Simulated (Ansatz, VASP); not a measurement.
P: VASP beside Ansatz

```
P
1.0
     2.43110    0.00000    0.00000
     0.00000    2.43110    0.00000
     0.00000    0.00000    2.43121
P
1
Cartesian
  0.0000 0.0000 0.0000
```

Alike in both runs: functional PBE; dispersion D3(BJ); k mesh 18 × 18 × 18; occupations gaussian, width 0.1 eV; no spin polarisation.

Ansatz relaxed the structure, and its values are those at the end. VASP's run is a single point on that final structure, the one shown.

```csv
,VASP,Ansatz
version,VASP 6.6.1,Ansatz 0.2.0
potentials or method,"VASP PAW PBE potentials, release 64 (P)","scalar-relativistic, plane waves, PAW"
plane-wave cutoff (eV),520,420
valence electrons in the cell,5,5
```

|  | VASP | Ansatz | Ansatz less VASP |
| --- | --- | --- | --- |
| gap on the k mesh at the Fermi level (eV) | none | none | - |
| pressure (GPa) | -3.4 | -3.1 | +0.29 |

A gap of «none» marks a metal or a gap that the smearing closes. Ansatz warned: «near_symmetry_operations_not_taken».

Caveats: pairwise dispersion overbinds metals, which lowers pressure and volume.
